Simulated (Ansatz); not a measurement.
Runs of Ansatz 0.2.0 on NbP. The structure is tetragonal, space group I4_1md (No. 109). The conventional cell has a = 3.350 Å, b = 3.350 Å, c = 11.480 Å, α = 90.00°, β = 90.00°, γ = 90.00°. Nb (site symmetry 2mm) has 6 P at 2.55 Å as nearest neighbours. P (site symmetry 2mm) is surrounded by 6 Nb at 2.55 Å. The cell is a database's computed one.

```tsv
task	level	cell	k mesh	smearing	points for each segment of the path	mesh quality	pressure (GPa)	relaxed volume (Å³/atom)	largest force (eV/Å)
band structure	B3LYP	as given	6 × 6 × 6	fermi-dirac 0.05 eV	4	coarse	-	-	0.02
relaxation of cell and atoms	BLYP+D3(BJ)	relaxed	11 × 11 × 11	fermi-dirac 0.05 eV	-	not flagged	0.0	(a)	-
single point	PBE	as given	11 × 11 × 11	gaussian 0.026 eV	-	not flagged	-1.1	-	0.02
relaxation of cell and atoms	PBE+D4	relaxed	11 × 11 × 11	fermi-dirac 0.05 eV	-	not flagged	0.0	15.67	-
```

Alike in all rows: potentials or basis Ansatz PAW; no spin polarisation; cutoff (eV) 420.

Q: Estimate the missing entries.

A: (a) 15.51.

Caveats: some runs use coarse meshes; the potentials were made for another functional, which shifts forces and pressure (some runs); the PAW data sets come from PBE, with cores solved anew for the run's functional, which leaves a small shift of forces and pressure (some runs); the plane-wave basis is chosen anew once the cell has moved, so the energies of steps on either side of that aren't comparable (some runs).

Not every run made on this cell is shown here.
